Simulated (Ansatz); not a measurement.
Ionic part of the dielectric constant of GaP at 11 GPa, mode by mode

Computed with DFT LDA, scalar-relativistic, plane waves, PAW (Ansatz 0.2.0). Settings: 420 eV plane-wave cutoff, Γ-centred 10×10×10 mesh, fixed occupations. No spin polarisation. Phonons by linear response, acoustic sum rule imposed.

It takes space group F-43m (No. 216, cubic). Conventional cell: a = 5.218 Å, b = 5.218 Å, c = 5.218 Å, α = 90.00°, β = 90.00°, γ = 90.00°. Ga (site symmetry -43m) is surrounded by 4 P at 2.26 Å. P (site symmetry -43m) has 4 Ga at 2.26 Å as nearest neighbours.

 The run warned that the force constants aren't converged on this k mesh, so the frequencies and all that is formed from them are rough.

The primitive cell has V = 35.51 Å³ and ε∞,xx = 10.142. Each polar mode adds Δε = (4.92064×10⁷/V)·S/ν² along x, with S its oscillator strength in e²/amu, ν in cm⁻¹ and V in Å³.

Question: From these modes, find each Δε and ε0,xx.
```tsv
ν (cm⁻¹)	S_xx (e²/amu)
410.8	0.1662
```

Answer:
```tsv
ν (cm⁻¹)	Δε
410.8	1.36
```

The sum is 1.365, so ε0,xx = 11.51; the run's tensor has 11.51.

Question: Where do the longitudinal modes lie for a wave vector along x?

Answer: At 438 cm⁻¹. The Lyddane–Sachs–Teller product Π(ν_LO/ν_TO)² = 1.13 matches ε0/ε∞ = 1.13.

Cost: 1 run of about 1.3 core-minutes, on Arm Neoverse V1 (shared hosts).

The dielectric response of compressed GaP is mainly electronic: the lattice adds only about 1.36 to an ε∞,xx of 10.142. This fits a largely covalent sp³ network, in which the small electronegativity difference between Ga and P gives a modest dynamical charge, while stiff bonds limit how far the sublattices shift in a field. The same weak polarity, screened by the easily polarised valence electrons, keeps the longitudinal mode close to the transverse one.

With two atoms per cell, symmetry fixes the optical displacement pattern, so the oscillator strength follows from the Born charges and masses alone. An error in the force constants therefore reaches the ionic term through the inverse square of the frequency, and leaves the dominance of the electronic part intact. The electronic term itself is probably too large, since LDA underestimates the gaps across which the valence electrons polarise. With a single polar branch, the Lyddane–Sachs–Teller agreement shows internal consistency, not accuracy. How pressure changes the bond polarity can't be read from a single volume.
